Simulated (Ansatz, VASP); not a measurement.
# Two plane-wave programs on BAs5

INCAR

```
PREC = Accurate ; ENCUT = 520
EDIFF = 1E-6 ; ISMEAR = 0
SIGMA = 0.1 ; LREAL = False
LASPH = True ; NELM = 100
ALGO = Normal ; ISIF = 2
LWAVE = False ; LCHARG = False
GGA = PE ; NBANDS = 23
```

File KPOINTS:

```
regular mesh
0
Gamma
  4 4 4
```

The input POSCAR:

```
BAs5
1.0
    2.2092681600     -6.4847599300      0.0000000000
    2.2092681600      6.4847599300      0.0000000000
    0.0000000000      0.0000000000      4.4122239500
B As
1 5
Direct
    0.0000000000      0.0000000000      0.0000000000
    0.3365818300      0.6634181700      0.0000000000
    0.6634181700      0.3365818300      0.0000000000
    0.5000000000      0.5000000000      0.5000000000
    0.8341655700      0.1658344300      0.5000000000
    0.1658344300      0.8341655700      0.5000000000
```

Input for Ansatz:

```yaml
crystal:
  lattice:
    - [2.20926816, -6.48475993, 0.0]
    - [2.20926816, 6.48475993, 0.0]
    - [0.0, 0.0, 4.41222395]
  atoms:
    - { symbol: B, position: [0.0, 0.0, 0.0] }
    - { symbol: As, position: [0.33658183, 0.66341817, 0.0] }
    - { symbol: As, position: [0.66341817, 0.33658183, 0.0] }
    - { symbol: As, position: [0.5, 0.5, 0.5] }
    - { symbol: As, position: [0.83416557, 0.16583443, 0.5] }
    - { symbol: As, position: [0.16583443, 0.83416557, 0.5] }
basis:
  ecutwfc: 420
kpoints:
  mp_grid: { grid: [4, 4, 4] }
hamiltonian:
  xc: pbe
scf:
  occupations: { method: gaussian, width: 0.1 }
  lower_state_search: "off"
output:
  forces: true
  stress: true
  eigenvalues: true
```

Change from the starting cell: species swapped into the HfPd5 type (Cmmm, No. 65).

Alike in both runs: task single point; functional PBE; k mesh 4 × 4 × 4; occupations gaussian, width 0.1 eV; no spin polarisation.

|  | VASP | Ansatz |
| --- | --- | --- |
| version | VASP 6.6.1 | Ansatz 0.2.0 |
| potentials or method | VASP PAW PBE potentials, release 64 (B, As) | scalar-relativistic, plane waves, PAW |
| plane-wave cutoff (eV) | 520 | 420 |
| valence electrons in the cell | 28 | 78 |

|  | VASP | Ansatz | Ansatz less VASP |
| --- | --- | --- | --- |
| gap on the k mesh at the Fermi level (eV) | none | none | - |
| pressure (GPa) | -9.4 | -9.4 | 0.00 |
| largest component of the traceless stress (GPa) | 1.20 | 1.20 | +0.001 |
| rms of the force components (eV/Å) | 0.017 | 0.017 | -0.0002 |

Atom by atom the forces differ by 0.000 eV/Å (rms over components). A gap of «none» marks a metal or a gap that the smearing closes. The two sets of potentials don't hold the same shells in valence.

Caveats: the k mesh is coarse (spacing up to 0.38 Å⁻¹), so the values aren't converged.
